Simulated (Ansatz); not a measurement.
Ge: the change of phonon heat capacity and phonon entropy with temperature

Results calculated with Ansatz 0.2.0, not measured. Harmonic vibrational free energy, entropy and heat capacity at constant volume, per atom, from the force constants of a q mesh, imaginary modes left out; plane waves with PAW datasets, Gamma-centred k mesh.

Structure of every row (space group P6_3/mmc, No. 194):
```
cell vectors (Å)
   4.0581     0.0000     0.0000
  -2.0291     3.5144     0.0000
   0.0000     0.0000     6.6959
atoms (fractions of the cell vectors)
Ge  0.33333  0.66667  0.06289
Ge  0.66667  0.33333  0.56289
Ge  0.33333  0.66667  0.43711
Ge  0.66667  0.33333  0.93711
```

Settings of every row: functional PBE; dispersion none; spin none; wave cutoff 420 eV; k mesh 12x12x8; occupations fermi dirac; smearing width 0.15 eV; pressure 0 GPa; phonon method linear response; q mesh 2x2x1.

Limits: coarse q mesh; metal sensitive to the k mesh; the cell comes from a prototype or a list of computed structures and needn't be the stable phase.

```
row  temperature (K)  phonon heat capacity (kB/atom)  phonon entropy (kB/atom)  phonon free energy (meV/atom)
  1              200                           2.576                      2.98                            8.3
  2              300                               ?                         ?                              ?
  3              400                           2.882                     4.892                          -61.1
  4              500                           2.924                      5.54                         -106.1
  5              600                           2.947                     6.076                         -156.3
  6              700                            2.96                     6.531                         -210.6
  7              800                            2.97                     6.927                         -268.6
  8              900                           2.976                     7.277                         -329.9
  9             1000                            2.98                     7.591                           -394
```

Question: what phonon heat capacity and phonon entropy should row 2 give?

Worked fit of phonon heat capacity. At high temperature a harmonic heat capacity falls short of its limit by a term in 1/T², so take t = (100 K / T)². The shown rows have t = 0.25, 0.0625, 0.04, 0.02778, 0.02041, 0.01562, 0.01235, 0.01. Least squares give phonon heat capacity = 2.9997 − 1.9394 × t + 0.978 × t² kB/atom; a straight line predicts inner rows, each left out in turn, worse (root mean square 0.0039 against 0.00057 kB/atom). The rows lie off it by 0.000, 0.000, 0.000, 0.000, -0.001, 0.000, 0.000, 0.000. The constant, 2.9997 kB/atom, is to be held against the harmonic limit of 3 k_B an atom. The withheld row has t = 0.11111, so the fit gives 2.9997 − 1.9394 × (0.11111) + 0.978 × (0.11111)² = 2.796 kB/atom.

The calculation gave 2.797 kB/atom. The fit lies 0.001 kB/atom (0.25 % of the column's range) below it, one unit of the last digit.

Worked fit of phonon entropy. Entropy rises as the heat capacity times the change of ln T, so take t = ln(T / 300 K). The shown rows have t = -0.4055, 0.2877, 0.5108, 0.6931, 0.8473, 0.9808, 1.0986, 1.204. Least squares give phonon entropy = 4.0903 + 2.78574 × t + 0.10501 × t² kB/atom; a straight line predicts inner rows, each left out in turn, worse (root mean square 0.028 against 0.0066 kB/atom). The rows lie off it by 0.002, -0.008, -0.001, 0.004, 0.005, 0.003, 0.000, -0.006 (root mean square 0.0044 kB/atom), a smooth pattern that one more power would take up: the form is only approximate. The slope at t = 0, 2.79 kB/atom, estimates the heat capacity at 300 K. The withheld row has t = 0, so the fit gives 4.0903 + 2.78574 × (0) + 0.10501 × (0)² = 4.090 kB/atom.

The calculation gave 4.074 kB/atom. The fit lies 0.016 kB/atom (0.35 % of the column's range) above it; its largest miss of a shown row is 0.008 kB/atom.

The other values of row 2: phonon free energy -22.3 meV/atom.
